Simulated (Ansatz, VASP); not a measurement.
## Two plane-wave programs on SiC (Moissanite 3C)

```xyz
2
Lattice="0.0000 2.1790 2.1790 2.1790 0.0000 2.1790 2.1790 2.1790 0.0000" Properties=species:S:1:pos:R:3 pbc="T T T"
Si    0.0000    0.0000    0.0000
C     3.2685    3.2685    3.2685
```

Alike in both runs: task band structure; functional PBE; k mesh 10 × 10 × 10; occupations fermi-dirac, width 0.05 eV; no spin polarisation.

|  | VASP | Ansatz |
| --- | --- | --- |
| version | VASP 6.6.1 | Ansatz 0.2.0 |
| potentials or method | VASP PAW PBE potentials, release 64 (Si, C) | Ansatz PAW |
| plane-wave cutoff (eV) | 520 | 420 |
| valence electrons in the cell | 8 | 8 |

Ansatz gave:

* gap on the k mesh at the Fermi level (eV): 1.36
* least direct gap on the mesh (eV): 4.55
* gap along the band path (eV): 1.36
* pressure (GPa): 3.3

Question: Estimate VASP's values.

Answer: gap on the k mesh at the Fermi level (eV): 1.36; least direct gap on the mesh (eV): 4.54; gap along the band path (eV): 1.36; pressure (GPa): 3.2.

As with any semilocal functional, this PBE gap is likely too small.
